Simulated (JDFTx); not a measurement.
# Ge under changes of volume

One of the cells (22.639 Å³/atom); the others are scaled copies at fixed shape and fractional positions:

```
Ge
1.0
     0.00000    2.82891    2.82891
     2.82891    0.00000    2.82891
     2.82891    2.82891    0.00000
Ge
2
Direct
  0.75000 0.75000 0.75000
  0.50000 0.50000 0.50000
```

```yaml
Program: JDFTx 1.7.0 (patched build)
Functional: PBEsol
Potentials_or_basis: PseudoDojo-SR-PBEsol-0.4.1-standard with smoothed tails
Cutoff: 1061 eV
Density_cutoff: 8490 eV
k_mesh: 8 × 8 × 8
Occupations: fermi-dirac, width 0.05 eV
Spin: no spin polarisation
```

```tsv
volume (Å³/atom)	energy over the lowest point (meV/atom)	pressure (GPa)
21.281	25.26	5.6
21.733	12.02	3.7
22.186	3.83	2.1
22.639	0.02	0.6
23.092	0.00	-0.7
23.545	3.53	-1.8
23.997	?	?
```

What does the run at 23.997 Å³/atom give?

Energy over the lowest point 10.25 meV/atom; pressure -2.9 GPa.

Worked out: A Birch-Murnaghan fit of order 3 (a polynomial in V^(-2/3)) to the other rows has its minimum at 22.86 Å³/atom with B0 = V·E''(V) = 65 GPa and B' = 5.4. It gives 9.98 meV/atom at 23.997 Å³/atom, against the run's 10.25, and -dE/dV = -2.8 GPa, against -2.9.

Energies are extrapolated to zero smearing.
